**Question**

I have a strain scan of a layered form of SnO2, calculated with LDA. The cell is stretched or squeezed along one direction in the plane of the layers. The scale is easy to remember: the first percent of strain costs about 4 GPa and an meV or two per atom, and it moves the gap by about a tenth of an eV.

SnO2 in space group R-3m (conventional a = 3.208, c = 12.244 Å) is strained along y, in the layer plane, with the other cell dimensions and fractional coordinates fixed. The runs used Ansatz 0.2.0 with plane-wave PAW, scalar-relativistic LDA without spin, a 420 eV cutoff, a 12×12×12 k mesh and 0.05 eV Gaussian smearing. Energies are relative to the unstrained cell, and pressure is positive in compression.

```
strain  energy change (meV/atom)  tensile stress along pattern (GPa)  pressure (GPa)  gap on mesh (eV)
 -0.04                      26.7                              -18.55           10.51             2.011
 -0.03                      14.7                              -13.40            7.59             1.908
 -0.02                       6.4                               -8.60            4.87             1.799
     0                       0.0                                0.00           -0.01             1.555
  0.01                       1.5                                3.85           -2.19             1.435
  0.02                       5.8                                7.41           -4.22             1.317
  0.03                      12.6                               10.70           -6.11             1.202
  0.04                      21.9                               13.75           -7.86             1.088
```

What puzzles me is the symmetry. Squeezing by 4 % takes clearly more stress than stretching by 4 %, yet the gap moves by nearly the same amount both ways. Why is one response lopsided and the other nearly even? There also seems to be a jump in the gap between −0.02 and the unstrained row, about twice the neighbouring steps. And why is the pressure so much smaller than the stress along the strain?

**Answer**

The jump comes only from the spacing of the rows. There is no row at −0.01, so that step covers two percent of strain where its neighbours cover one. Per percent, the gap changes there by 0.12 eV, much as in the steps that follow. No row is out of line, and what needs explaining is the shape of two smooth curves.

**Which bonds the strain reaches**

Each tin atom has six oxygen neighbours, all at 2.087 Å in the unstrained crystal. The strain does not treat them alike, and it lowers the symmetry of the crystal from trigonal to monoclinic. Two of the bonds lie about 27° from the strained direction, while the other four point mostly across it. Squeezing by 4 % shortens the two to 2.022 Å but the four only to 2.071 Å, and stretching lengthens them in the same uneven way.

The stress depends on how hard these bonds resist. Two ions pushed together meet a repulsion between their filled shells that rises steeply. Two ions pulled apart are held by an attraction that weakens gradually. A bond therefore becomes stiffer as it shortens and softer as it lengthens, and a crystal inherits that behaviour when the strain changes the lengths of its bonds.

The table shows this along the whole scan and not just at its ends. The last percent of squeezing adds 18.55 − 13.40 = 5.15 GPa, while the last percent of stretching adds only 13.75 − 10.70 = 3.05 GPa. In between, the slope falls steadily, with no break at zero strain. Compression and tension are two ends of one softening curve, not two different regimes.

**A model with bonds that harden**

To see whether hardening bonds can produce this curve, replace the crystal by its six Sn–O bonds. Let $\varepsilon$ be the strain, $\lambda_i$ the length of bond $i$ divided by its unstrained length, and $c_i$ the squared cosine of its initial angle to the strained direction. Geometry then gives

$$\lambda_i^2 = 1 + c_i\left[(1+\varepsilon)^2 - 1\right].$$

Give each bond a Morse energy, the usual simple form for a bond that is steep when short and soft when long. The cross-section is held fixed here, so the stress $\sigma$ is the derivative of the energy with respect to strain, divided by the unstrained volume:

$$\sigma = K\sum_i \frac{c_i(1+\varepsilon)}{\lambda_i}\left[e^{-s(\lambda_i-1)} - e^{-2s(\lambda_i-1)}\right].$$

The constant $K$ sets the overall stiffness and $s$ says how quickly a bond hardens. A least-squares fit to all eight stresses gives $K = 74.3$ GPa and $s = 3.85$.

Take the row at −0.04 as an example. The in-plane reach of a bond is the cell edge divided by $\sqrt3$, or $3.208/\sqrt3 = 1.852$ Å. For the two bonds near the strain axis this gives $c = (1.852/2.087)^2 = 0.79$. The other four are turned by 60° in the plane, so their $c$ is a quarter of that, 0.20. The length ratios are $2.022/2.087 = 0.969$ and $2.071/2.087 = 0.992$. Keeping more digits than are printed here, the square brackets come to −0.145 and −0.031. Hence

$$\text{two bonds: } 2\times0.79\times\frac{0.96}{0.969}\times(-0.145) = -0.226,$$

$$\text{four bonds: } 4\times0.20\times\frac{0.96}{0.992}\times(-0.031) = -0.024,$$

$$\sigma = 74.3\ \text{GPa}\times(-0.226-0.024) = -18.6\ \text{GPa}.$$

The table has −18.55 GPa. This row was part of the fit, so the agreement shows how the model works and does not test it. It does show where the model puts the load: mostly on the two bonds near the strain axis.

Hardening is the essential ingredient. With ordinary linear springs, a stretched bond turns towards the strain axis and pulls along it more effectively. Such a crystal would be slightly stiffer in tension, the opposite of what the table shows.

**Where the model fails**

A good curve along one direction does not prove that Sn–O bonds do all the work. The same calculations give stresses in other directions, which were not fitted. For small strains, the sideways stress within the layer is 0.39 of the stress along the strain, and the bond model gives 0.33. Perpendicular to the layers the two values are 0.31 and 0.36, so the model is roughly right there too.

For shear it is badly wrong. The bond model predicts a shear stress between the strained direction and the layer normal of about a third of the main stress. In the calculation the part proportional to the strain is less than a hundredth, and the whole shear stress stays below a tenth of the main stress in every row. Other forces must nearly cancel the shear from the bonds, such as those between oxygen atoms, the long-range electrostatic forces or a resistance to bending bond angles. The data do not say which.

The safe conclusion is therefore modest. Interactions that harden on shortening can account for the asymmetry, and the Sn–O bonds are natural carriers of it. The fitted $s$ describes how the whole crystal responds, and should not be reused as a property of one Sn–O bond.

**Why the pressure is smaller**

The sideways stresses also answer your question about the pressure. The other two dimensions of the cell are held fixed, so a crystal squeezed one way pushes outwards in the others, but less strongly. The column headed pressure is the average of all three normal stresses. At −0.04 it is (18.55 + 7.24 + 5.73)/3 = 10.51 GPa, so it does not describe a crystal under equal pressure from all sides.

**What this means for stiffness and energy**

For practical use, a straight line plus a quadratic term, fitted to all eight stresses, is enough. It gives a stiffness of about 400 GPa at zero strain, which drops by some 30 GPa for each percent of stretch. This is the stiffness with the sides held, not Young's modulus, which is measured with the sides free to move.

Within this method it is also an upper estimate, because the atoms were simply carried along with the cell. In the strained rows the oxygen atoms feel forces, mostly perpendicular to the layers, that reach about 0.5 eV/Å at −0.04. Letting them move would lower the energy of every strained row and could only soften the initial response. Nor should the value be carried over to ordinary rutile SnO2, which has a different structure. The LDA runs also used PAW datasets made for PBE, which may shift the absolute values somewhat.

The energy shows the same asymmetry in a weaker form: 26.7 meV per atom at −0.04 against 21.9 at +0.04. Energy is stress added up along the way, and the early part of the path, where both directions resist almost equally, counts too. The stress at the end of the path shows the difference more sharply.

**Why the gap changes almost evenly**

The gap rises by 0.456 eV at −0.04 and falls by 0.467 eV at +0.04. It is tempting to relate it to the shortest bond, but that fails. In compression the shortest bonds are the two near the strain axis, while in tension they are the other four, which barely change. Per ångström of shortest bond, the gap would have to respond four times as strongly in tension as in compression.

The average over all six bonds does much better. It shrinks and grows by nearly equal amounts, and at ±4 % the gap change per ångström of average bond agrees on the two sides to about one percent. So close a match is partly luck, because the gap curve bends under compression, as described below. The electronic structure suggests why. In tin(IV) oxides the lowest empty states are mainly Sn 5s, mixed with oxygen orbitals in an antibonding way. Shorter bonds push such a state up and widen the gap, and a round s orbital feels all six neighbours.

This part is an argument from known chemistry, since the calculations do not list the orbitals at the band edges. The scan also cannot separate average bond length from volume, or from the length of the two bonds near the strain axis, because all of these change almost in proportion to the strain. What the numbers do show is only that the gap follows a quantity that changes nearly evenly on both sides, which the shortest bond does not.

So the two quantities ask different questions of the same bonds. The stress asks how hard they resist, and that resistance depends on whether they are being shortened or lengthened. The gap asks how far the energy levels have moved. That shift is expected to depend less steeply on distance than the repulsion between ions does, so it stays closer to proportional.

One detail remains open. If the antibonding picture were complete, the gap should open faster and faster as the bonds shorten. Instead its change per percent drops from 0.12 eV near zero strain to 0.10 eV in the last step of compression. This bend helps the two sides to match: at 2 % the rise under compression is still the larger change, 0.244 eV against 0.238 eV, while at 4 % it is the smaller. One possible cause is that another state takes over as a band edge, for instance a filled state that rises faster under compression. The k mesh could also play a part. Missing an edge makes the gap look too large, so an edge that moves closer to a sampled point under compression would slow the apparent rise. LDA gaps are also too small in general, so the changes are more useful here than the absolute values. The band edges along the scan, together with a strain that changes the bonds at constant volume, would help to test these ideas.
